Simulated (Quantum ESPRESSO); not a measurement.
# Fe (Im-3m) in Quantum ESPRESSO: convergence with smearing width

Aim: find how far smearing width must go before the results for Fe settle, at PBEsol. This setting moves, with any that are tied to it; all else stays.

Program: Quantum ESPRESSO 7.5. These are calculated values, not measurements. Logs are shortened: lines on timing, memory, paths and dates and some standing lists are left out, and cuts for length are marked.

## 1. The crystal as given

Symmetry: Im-3m, No. 229, cubic system. The conventional cell has a = 2.886 Å, b = 2.886 Å, c = 2.886 Å, α = 90.00°, β = 90.00°, γ = 90.00°. Fe (site symmetry m-3m) has 8 Fe at 2.50 Å as nearest neighbours.

## 2. With smearing width 0.5 eV

pw.in reads:

```
&CONTROL
  calculation = 'scf'
  prefix = 'pwscf'
  outdir = './tmp'
  pseudo_dir = './pseudo'
  tprnfor = .true.
  tstress = .true.
  disk_io = 'nowf'
/
&SYSTEM
  ibrav = 0
  nat = 1
  ntyp = 1
  ecutwfc = 118
  nbnd = 17
  occupations = 'smearing'
  smearing = 'fd'
  degauss = 0.03674932
  nspin = 2
  starting_magnetization(1) = 0.1875
/
&ELECTRONS
  conv_thr = 2d-10
  electron_maxstep = 120
  mixing_beta = 0.3
/
ATOMIC_SPECIES
Fe    55.8450 Fe.upf
CELL_PARAMETERS angstrom
  -1.4430000000    1.4430000000    1.4430000000
   1.4430000000   -1.4430000000    1.4430000000
   1.4430000000    1.4430000000   -1.4430000000
ATOMIC_POSITIONS crystal
Fe     0.0000000000    0.0000000000    0.0000000000
K_POINTS automatic
13 13 13 0 0 0
```

Potentials or basis: PseudoDojo 0.4 SR PBEsol stringent.

Command:

```
$ OMP_NUM_THREADS=1 pw.x -in pw.in > pw.out
```

Run time: 1.8 min. Hardware: 1 thread of Arm Neoverse V1, shared host; peak memory 0.12 GiB.

What came out:

| Item | Value |
| --- | --- |
| Free energy | -3443.0924 eV |
| Pressure | -16.1 GPa |
| Band gap on the k mesh | none (metal or under the smearing width) |
| Net moment | 1.76 μB per cell |
| Absolute moment | 1.82 μB per cell |
| Site moments | Fe +1.78 μB |
| Valence electrons inside the program's atomic spheres | Fe 14.44 |

## 3. With smearing width 0.3 eV

Changes to pw.in since step 2:

```diff
@@ -17,3 +17,3 @@
   smearing = 'fd'
-  degauss = 0.03674932
+  degauss = 0.02204959
   nspin = 2
```

Potentials or basis: PseudoDojo 0.4 SR PBEsol stringent.

Command:

```
$ OMP_NUM_THREADS=1 pw.x -in pw.in > pw.out
```

Wall time 91 s (1 thread of Arm Neoverse V1, shared host); peak memory 0.12 GiB.

Results:

| Item | Value |
| --- | --- |
| Free energy | -3442.7317 eV |
| Pressure | -15.9 GPa |
| Band gap on the k mesh | none (metal or under the smearing width) |
| Net moment | 2.25 μB per cell |
| Absolute moment | 2.35 μB per cell |
| Site moments | Fe +2.29 μB |
| Valence electrons inside the program's atomic spheres | Fe 14.43 |

## 4. With smearing width 0.2 eV

Changes to pw.in since step 3:

```diff
@@ -17,3 +17,3 @@
   smearing = 'fd'
-  degauss = 0.02204959
+  degauss = 0.01469973
   nspin = 2
```

Command:

```
$ OMP_NUM_THREADS=1 pw.x -in pw.in > pw.out
```

Wall time 92 s (1 thread of Arm Neoverse V1, shared host); peak memory 0.12 GiB.

Results:

- Free energy: -3442.6399 eV
- Pressure: -16.2 GPa
- Band gap on the k mesh: none (metal or under the smearing width)
- Net moment: 2.32 μB per cell
- Absolute moment: 2.43 μB per cell
- Site moments: Fe +2.36 μB
- Valence electrons inside the program's atomic spheres: Fe 14.43

## 5. With smearing width 0.136 eV

Changes to pw.in since step 4:

```diff
@@ -17,3 +17,3 @@
   smearing = 'fd'
-  degauss = 0.01469973
+  degauss = 0.00999582
   nspin = 2
```

Command:

```
$ OMP_NUM_THREADS=1 pw.x -in pw.in > pw.out
```

Wall time 91 s (1 thread of Arm Neoverse V1, shared host); peak memory 0.12 GiB.

What came out:

```
Free energy                                           : -3442.6023 eV
Pressure                                              : -16.6 GPa
Band gap on the k mesh                                : none (metal or under the smearing width)
Net moment                                            : 2.33 μB per cell
Absolute moment                                       : 2.45 μB per cell
Site moments                                          : Fe +2.38 μB
Valence electrons inside the program's atomic spheres : Fe 14.43
```

## 6. With smearing width 0.1 eV

Changes to pw.in since step 5:

```diff
@@ -17,3 +17,3 @@
   smearing = 'fd'
-  degauss = 0.00999582
+  degauss = 0.00734986
   nspin = 2
```

Potentials or basis: PseudoDojo 0.4 SR PBEsol stringent.

Command:

```
$ OMP_NUM_THREADS=1 pw.x -in pw.in > pw.out
```

It took 92 s on 1 thread of Arm Neoverse V1, shared host; peak memory 0.12 GiB.

It converged, with:

```yaml
Free_energy: -3442.5869 eV
Pressure: -16.9 GPa
Band_gap_on_the_k_mesh: none (metal or under the smearing width)
Net_moment: 2.32 μB per cell
Absolute_moment: 2.44 μB per cell
Site_moments: Fe +2.37 μB
Valence_electrons_inside_the_program's_atomic_spheres: Fe 14.43
```

## 7. With smearing width 0.05 eV

Changes to pw.in since step 6:

```diff
@@ -17,3 +17,3 @@
   smearing = 'fd'
-  degauss = 0.00734986
+  degauss = 0.00367493
   nspin = 2
```

Command:

```
$ OMP_NUM_THREADS=1 pw.x -in pw.in > pw.out
```

Wall time 98 s (1 thread of Arm Neoverse V1, shared host); peak memory 0.12 GiB.

It converged, with:

| Quantity | Value |
| --- | --- |
| Free energy | -3442.5726 eV |
| Pressure | -17.1 GPa |
| Band gap on the k mesh | none (metal or under the smearing width) |
| Net moment | 2.32 μB per cell |
| Absolute moment | 2.45 μB per cell |
| Site moments | Fe +2.37 μB |
| Valence electrons inside the program's atomic spheres | Fe 14.43 |

## 8. With smearing width 0.025 eV

Changes to pw.in since step 7:

```diff
@@ -17,3 +17,3 @@
   smearing = 'fd'
-  degauss = 0.00367493
+  degauss = 0.00183747
   nspin = 2
```

Command:

```
$ OMP_NUM_THREADS=1 pw.x -in pw.in > pw.out
```

It took 2.1 min on 1 thread of Arm Neoverse V1, shared host; peak memory 0.12 GiB.

Results (log left out):

| Property | Result |
| --- | --- |
| Free energy | -3442.5690 eV |
| Pressure | -17.0 GPa |
| Band gap on the k mesh | none (metal or under the smearing width) |
| Net moment | 2.33 μB per cell |
| Absolute moment | 2.45 μB per cell |
| Site moments | Fe +2.38 μB |
| Valence electrons inside the program's atomic spheres | Fe 14.43 |

## 9. With smearing width 0.01 eV

Changes to pw.in since step 8:

```diff
@@ -17,3 +17,3 @@
   smearing = 'fd'
-  degauss = 0.00183747
+  degauss = 0.00073499
   nspin = 2
```

Potentials or basis: PseudoDojo 0.4 SR PBEsol stringent.

Command:

```
$ OMP_NUM_THREADS=1 pw.x -in pw.in > pw.out
```

pw.out:

```text
This program is part of the open-source Quantum ESPRESSO suite
     for quantum simulation of materials; please cite
         "P. Giannozzi et al., J. Phys.:Condens. Matter 21 395502 (2009);
         "P. Giannozzi et al., J. Phys.:Condens. Matter 29 465901 (2017);
         "P. Giannozzi et al., J. Chem. Phys. 152 154105 (2020);
     in publications or presentations arising from this work. More details at

     Message from routine setup:
     using ibrav=0 with symmetry is DISCOURAGED, use correct ibrav instead

     G-vector sticks info
     --------------------
     sticks:   dense  smooth     PW     G-vecs:    dense   smooth      PW
     Sum         793     793    249                14027    14027    2491

     Using Slab Decomposition

     bravais-lattice index     =            0
     lattice parameter (alat)  =       4.7231  a.u.
     unit-cell volume          =      81.1065 (a.u.)^3
     number of atoms/cell      =            1
     number of atomic types    =            1
     number of electrons       =        16.00
     number of Kohn-Sham states=           17
     kinetic-energy cutoff     =     118.0000  Ry
     charge density cutoff     =     472.0000  Ry
     scf convergence threshold =      2.0E-10
     mixing beta               =       0.3000
     number of iterations used =            8  plain     mixing
     Exchange-correlation= PBESOL
                           (   1   4  10   8   0   0   0)

     celldm(1)=   4.723086  celldm(2)=   0.000000  celldm(3)=   0.000000
     celldm(4)=   0.000000  celldm(5)=   0.000000  celldm(6)=   0.000000

     crystal axes: (cart. coord. in units of alat)
               a(1) = (  -0.577350   0.577350   0.577350 )
               a(2) = (   0.577350  -0.577350   0.577350 )
               a(3) = (   0.577350   0.577350  -0.577350 )

     reciprocal axes: (cart. coord. in units 2 pi/alat)
               b(1) = ( -0.000000  0.866025  0.866025 )
               b(2) = (  0.866025 -0.000000  0.866025 )
               b(3) = (  0.866025  0.866025  0.000000 )

     PseudoPot. # 1 for Fe read from file:
     Fe.upf
     Pseudo is Norm-conserving + core correction, Zval = 16.0
     Generated using ONCVPSP code by D. R. Hamann
     Using radial grid of 1426 points,  6 beta functions with:
                l(1) =   0
                l(2) =   0
                l(3) =   1
                l(4) =   1
                l(5) =   2
                l(6) =   2

     atomic species   valence    mass     pseudopotential
     Fe               16.00    55.84500     Fe( 1.00)

     Starting magnetic structure
     atomic species   magnetization
     Fe              0.188

     48 Sym. Ops., with inversion, found

   Cartesian axes

     site n.     atom                  positions (alat units)
         1        Fe     tau(   1) = (   0.0000000   0.0000000   0.0000000  )

     number of k points=    84  Fermi-Dirac smearing, width (Ry)=  0.0007
                       cart. coord. in units 2pi/alat
        k(    1) = (   0.0000000   0.0000000   0.0000000), wk =   0.0004552
        k(    2) = (   0.0666173   0.0666173   0.0000000), wk =   0.0054620
        k(    3) = (   0.1332347   0.1332347   0.0000000), wk =   0.0054620
        k(    4) = (   0.1998520   0.1998520   0.0000000), wk =   0.0054620
        k(    5) = (   0.2664694   0.2664694   0.0000000), wk =   0.0054620
        k(    6) = (   0.3330867   0.3330867   0.0000000), wk =   0.0054620
[... 76 lines left out ...]
        k(   83) = (  -0.7994081  -0.0666173  -0.0666173), wk =   0.0036413
        k(   84) = (  -0.0000000  -0.0000000   0.7994081), wk =   0.0027310

     Dense  grid:    14027 G-vectors     FFT dimensions: (  36,  36,  36)

     Generating pointlists ...
     new r_m :   0.4125 (alat units)  1.9483 (a.u.) for type    1

     Initial potential from superposition of free atoms

     starting charge      15.9996, renormalised to      16.0000
     Starting wfcs are   10 randomized atomic wfcs +    7 random wfcs

     Self-consistent Calculation

     iteration #  1     ecut=   118.00 Ry     beta= 0.30
     Davidson diagonalization with overlap
     ethr =  1.00E-02,  avg # of iterations =  5.2

     Threshold (ethr) on eigenvalues was too large:
     Diagonalizing with lowered threshold

     Davidson diagonalization with overlap
     ethr =  1.46E-04,  avg # of iterations =  2.0

     total energy              =    -253.01453077 Ry
     estimated scf accuracy    <       0.02356553 Ry
[... 144 lines left out ...]
     iteration # 16     ecut=   118.00 Ry     beta= 0.30
     Davidson diagonalization with overlap
     ethr =  5.20E-12,  avg # of iterations =  2.0

     Magnetic moment per site  (integrated on atomic sphere of radius R)
     atom   1 (R=0.413)  charge= 14.4327  magn=  2.3881

     End of self-consistent calculation

     Number of k-points >= 100: set verbosity='high' to print the bands.

     the Fermi energy is    16.9707 ev

!    total energy              =    -253.02408673 Ry
     estimated scf accuracy    <          1.2E-11 Ry
     smearing contrib. (-TS)   =      -0.00002597 Ry
     internal energy E=F+TS    =    -253.02406076 Ry

     The total energy is F=E-TS. E is the sum of the following terms:
     one-electron contribution =    -111.10170984 Ry
     hartree contribution      =      64.95025869 Ry
     xc contribution           =     -36.04632823 Ry
     ewald contribution        =    -170.82628139 Ry

     total magnetization       =     2.33 Bohr mag/cell
     absolute magnetization    =     2.46 Bohr mag/cell

     convergence has been achieved in  16 iterations

     Forces acting on atoms (cartesian axes, Ry/au):

     atom    1 type  1   force =     0.00000000    0.00000000    0.00000000

     Total force =     0.000000     Total SCF correction =     0.000000

     Computing stress (Cartesian axis) and pressure

          total   stress  (Ry/bohr**3)                   (kbar)     P=     -168.40
  -0.00114478  -0.00000000  -0.00000000         -168.40       -0.00       -0.00
  -0.00000000  -0.00114478  -0.00000000           -0.00     -168.40       -0.00
  -0.00000000  -0.00000000  -0.00114478           -0.00       -0.00     -168.40

=------------------------------------------------------------------------------=
   JOB DONE.
=------------------------------------------------------------------------------=
```

It took 2.1 min on 1 thread of Arm Neoverse V1, shared host; peak memory 0.12 GiB.

What came out:

| Item | Value |
| --- | --- |
| Free energy | -3442.5681 eV |
| Pressure | -16.8 GPa |
| Band gap on the k mesh | none (metal or under the smearing width) |
| Net moment | 2.33 μB per cell |
| Absolute moment | 2.46 μB per cell |
| Site moments | Fe +2.39 μB |
| Valence electrons inside the program's atomic spheres | Fe 14.43 |

## 10. Summary

```tsv
smearing width	energy less the tightest run, at zero smearing (meV/atom)	pressure (GPa)	absolute moment (μB)	SCF cycles	CPU time (s)	peak memory (GiB)
0.5 eV	109.17	-16.15	1.82	13	110	0.12
0.3 eV	10.34	-15.91	2.35	11	91	0.12
0.2 eV	-1.85	-16.20	2.43	11	92	0.12
0.136 eV	-1.56	-16.59	2.45	11	91	0.12
0.1 eV	-0.52	-16.85	2.44	11	92	0.12
0.05 eV	0.20	-17.05	2.45	12	98	0.12
0.025 eV	0.03	-16.98	2.45	16	130	0.12
0.01 eV	0.00	-16.84	2.46	16	120	0.12
```

Against the tightest run, the energy stays within 1 meV/atom from 0.1 eV on; the absolute moment stays within 0.02 μB from 0.136 eV on. Not settled before the last step: the pressure (to 0.1 GPa). Narrower smearing needs a denser k mesh, so at a fixed mesh the narrowest width isn't the most accurate. The tightest run that finished is the yardstick and may itself not be fully converged.

Caveats: so large a pressure means that the cell lies far from this level's equilibrium, or that cutoff or potentials fall short.
